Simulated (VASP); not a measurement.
Runs of VASP 6.6.1 on Ir. The structure is cubic, space group Im-3m (No. 229). Conventional cell: a = 3.051 Å, b = 3.051 Å, c = 3.051 Å, α = 90.00°, β = 90.00°, γ = 90.00°. Ir (site symmetry m-3m) is surrounded by 8 Ir at 2.64 Å. This isn't the form of Ir at room conditions, which is fcc.

```csv
task,level,potentials or basis,cell,k mesh,cutoff (eV),mesh quality,gap on the mesh (eV),pressure (GPa),relaxed volume (Å³/atom)
single point,PBEsol,"VASP PAW PBE potentials, release 64 (Ir)",as given,20 × 20 × 20,520,not flagged,none,10.1,-
relaxation of cell and atoms,PBE+D3(BJ),"VASP PAW PBE potentials, release 64 (Ir)",relaxed,20 × 20 × 20,600,not flagged,none,0.0,14.71
relaxation of cell and atoms,PBE,"VASP PAW PBE potentials, release 64 (Ir)",relaxed,20 × 20 × 20,600,not flagged,none,0.0,(b)
relaxation of cell and atoms,PBEsol,"VASP PAW PBE potentials, release 64 (Ir)",relaxed,20 × 20 × 20,600,not flagged,none,0.0,14.60
relaxation of cell and atoms,LDA,"VASP PAW LDA potentials, release 64 (Ir)",relaxed,20 × 20 × 20,600,not flagged,none,0.0,(a)
relaxation of cell and atoms,PBEsol,"VASP PAW PBE potentials, release 64 (Ir)",relaxed,8 × 8 × 8,600,coarse,none,0.0,14.60
relaxation of cell and atoms,PBEsol,"VASP PAW PBE potentials, release 64 (Ir)",relaxed,20 × 20 × 20,300,not flagged,none,0.0,14.56
relaxation of cell and atoms,PBEsol,"VASP PAW PBE potentials, release 64 (Ir)",relaxed,20 × 20 × 20,580,not flagged,none,0.0,14.60
relaxation of cell and atoms,RPBE,"VASP PAW PBE potentials, release 64 (Ir)",relaxed,20 × 20 × 20,600,not flagged,none,0.0,15.26
```

Alike in all rows: no spin polarisation; smearing gaussian 0.1 eV.

Estimate the missing entries.

(a) 14.42; (b) 15.07.

Caveats: some runs use coarse meshes; the PAW data sets were made with another functional, which shifts forces and pressure a little (some runs); pairwise dispersion overbinds metals, which lowers pressure and volume (some runs).

A k mesh can miss the band edges, and the runs leave out spin-orbit coupling on Ir.

A gap of «none» marks a metal or a gap under the smearing width.

Not every run made on this cell is shown here.
